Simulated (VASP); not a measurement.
# Zn2Ga2O3: relaxation of cell and atoms with PBE

The system is Zn2Ga2O3.

```
CELL_PARAMETERS angstrom
3.08078 0.00000 0.00000
-1.54039 2.66803 0.00000
0.00000 0.00000 12.51900
ATOMIC_POSITIONS crystal
Zn 0.33333 0.66667 0.09873
Zn 0.66667 0.33333 0.90127
Ga 0.00000 0.00000 0.68696
Ga 0.00000 0.00000 0.31304
O 0.66667 0.33333 0.19634
O 0.33333 0.66667 0.80366
O 0.00000 0.00000 0.00000
```

The cell was built by a generator and needn't be a form met in nature.

* Program: VASP 6.6.1
* Task: relaxation of cell and atoms
* Functional: PBE
* Potentials or basis: VASP PAW PBE potentials, release 64 (Zn, Ga_d, O)
* Cutoff: 520 eV
* k mesh: 10 × 10 × 2
* Occupations: gaussian, width 0.03 eV
* Spin: no spin polarisation
* Further INCAR settings: ALGO = Normal; EDIFF = 1e-06; IBRION = 2; EDIFFG = -0.01; NSW = 90; ISIF = 3

```yaml
Relaxed_volume: 13.92 Å³/atom
Relaxed_cell: a = 3.068 Å, b = 3.068 Å, c = 11.960 Å, α = 90.00°, β = 90.00°, γ = 120.00°
Space_group_after_relaxing_to_0.05_Å: P-3m1 (No. 164)
Energy_gained_by_relaxing: 1.6 meV/atom
Ionic_steps: 35
Pressure_after_relaxing: -0.1 GPa
Largest_force_after_relaxing: 0.010 eV/Å
Band_gap_on_the_k_mesh: 0.15 eV, indirect (least direct gap 1.33 eV)
```

Forces in eV/Å, atoms in the order of the input:
```
Zn   0.000  0.000 -0.001
Zn   0.000  0.000  0.001
Ga   0.000  0.000  0.010
Ga   0.000  0.000 -0.010
O    0.000  0.000  0.010
O    0.000  0.000 -0.010
O    0.000  0.000  0.000
```

Stress tensor (GPa, compression positive):
```
-0.10  0.00  0.00
 0.00 -0.10  0.00
 0.00  0.00 -0.03
```

The path:
```tsv
step	energy change (eV)	largest force (eV/Å)	pressure (GPa)	volume (Å³)
1	0.0000	0.0804	0.12	102.90
2	-0.0028	0.0498	-0.16	103.06
3	-0.0032	0.0671	-0.32	103.15
4	-0.0041	0.0307	0.02	102.72
5	-0.0041	0.0276	0.06	102.69
6	-0.0041	0.0288	0.05	102.70
7	-0.0042	0.0125	-0.01	102.75
8	-0.0042	0.0173	-0.02	102.77
9	-0.0043	0.0176	-0.02	102.75
10	-0.0044	0.0192	0.01	102.68
11	-0.0045	0.0600	0.02	102.54
12	-0.0045	0.0466	-0.06	102.58
13	-0.0045	0.0538	-0.04	102.56
14	-0.0045	0.0537	-0.02	102.55
15	-0.0046	0.0530	-0.05	102.52
16	-0.0047	0.0520	-0.02	102.47
17	-0.0048	0.0499	-0.01	102.37
18	-0.0052	0.0456	0.03	102.16
19	-0.0060	0.0361	-0.05	101.74
20	-0.0074	0.0280	-0.04	100.92
21	-0.0097	0.0362	0.01	99.25
22	-0.0063	0.0723	0.38	95.92
23	-0.0099	0.0531	0.23	98.28
24	-0.0103	0.0387	0.21	98.15
25	-0.0104	0.0327	0.13	98.10
26	-0.0106	0.0300	0.10	97.98
27	-0.0108	0.0298	-0.11	97.75
28	-0.0102	0.0575	-0.37	97.29
29	-0.0108	0.0306	-0.11	97.69
30	-0.0108	0.0301	-0.11	97.72
31	-0.0109	0.0223	-0.05	97.65
32	-0.0111	0.0165	-0.01	97.57
33	-0.0112	0.0179	0.10	97.41
34	-0.0113	0.0103	-0.04	97.46
35	-0.0113	0.0097	-0.08	97.47
```

Final structure:
```yaml
crystal:
  lattice:
    - [3.06765, 0.00000, 0.00000]
    - [-1.53382, 2.65666, 0.00000]
    - [0.00000, 0.00000, 11.96024]
  atoms:
    - { symbol: Zn, position: [0.33333, 0.66667, 0.10465] }
    - { symbol: Zn, position: [0.66667, 0.33333, 0.89535] }
    - { symbol: Ga, position: [0.00000, 0.00000, 0.66926] }
    - { symbol: Ga, position: [0.00000, 0.00000, 0.33074] }
    - { symbol: O, position: [0.66667, 0.33333, 0.20773] }
    - { symbol: O, position: [0.33333, 0.66667, 0.79226] }
    - { symbol: O, position: [0.00000, 0.00000, 0.00000] }
```

Levels at points of the mesh, in eV from the valence-band top:
```tsv
k point	band 30	band 31	band 32	band 33	band 34	band 35	band 36	band 37	band 38	band 39
(0.00, 0.00, 0.00)	-2.15	-2.15	-2.00	-1.56	-1.56	0.15	2.47	2.87	6.12	7.26
(0.50, 0.00, 0.00)	-2.81	-2.46	-1.75	-1.61	-0.90	0.72	0.82	3.50	5.22	5.40
(0.00, 0.00, 0.50)	-2.52	-2.15	-2.15	-1.56	-1.56	1.03	1.28	3.48	5.74	8.37
(0.50, 0.00, 0.50)	-2.81	-2.42	-1.75	-1.43	-1.12	0.41	1.16	3.92	4.50	5.30
```

Run time: 13 min on 4 MPI ranks on Intel(R) Xeon(R) Platinum 8488C (Sapphire Rapids), on a shared host, peak memory 0.29 GiB a rank.

A k mesh can miss the band edges.
